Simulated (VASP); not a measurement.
## Al: single point with PBEsol

Crystal: Al.

```
Al
1.0
    -1.72862    1.72862    1.34832
     1.72862   -1.72862    1.34832
     1.72862    1.72862   -1.34832
Al
1
Direct
  0.00000 0.00000 0.00000
```

This isn't the form of Al at room conditions, which is fcc.

```
Program                : VASP 6.6.1
Task                   : single point
Functional             : PBEsol
Potentials or basis    : VASP PAW PBE potentials, release 64 (Al)
Cutoff                 : 520 eV
k mesh                 : 24 × 24 × 24
Occupations            : gaussian, width 0.15 eV
Spin                   : no spin polarisation
Dipole correction      : no
Further INCAR settings : ALGO = Fast; EDIFF = 1e-07; NBANDS = 8
```

```
Pressure               : 3.4 GPa
Band gap on the k mesh : none (metal or under the smearing width)
```

Stress tensor (GPa, compression positive):
```
2.25 0.00 0.00
0.00 2.25 0.00
0.00 0.00 5.79
```

Levels at points of the mesh, in eV from the Fermi level:
| k point | band 1 | band 2 | band 3 | band 4 |
| --- | --- | --- | --- | --- |
| (0.00, 0.00, 0.00) | -11.24 | 9.94 | 12.09 | 12.09 |
| (0.50, 0.00, 0.00) | -3.78 | -2.73 | 7.03 | 7.37 |
| (0.50, 0.50, 0.00) | -5.33 | -5.05 | 12.72 | 12.91 |
| (0.50, 0.50, 0.50) | -0.13 | -0.13 | 1.27 | 1.82 |

It took 98 s on 1 thread of Intel(R) Xeon(R) Platinum 8259CL CPU @ 2.50GHz (Skylake/Cascade Lake) (shared host), peak memory 0.23 GiB.

Caveat: the PAW data sets were made with another functional, which shifts forces and pressure a little.
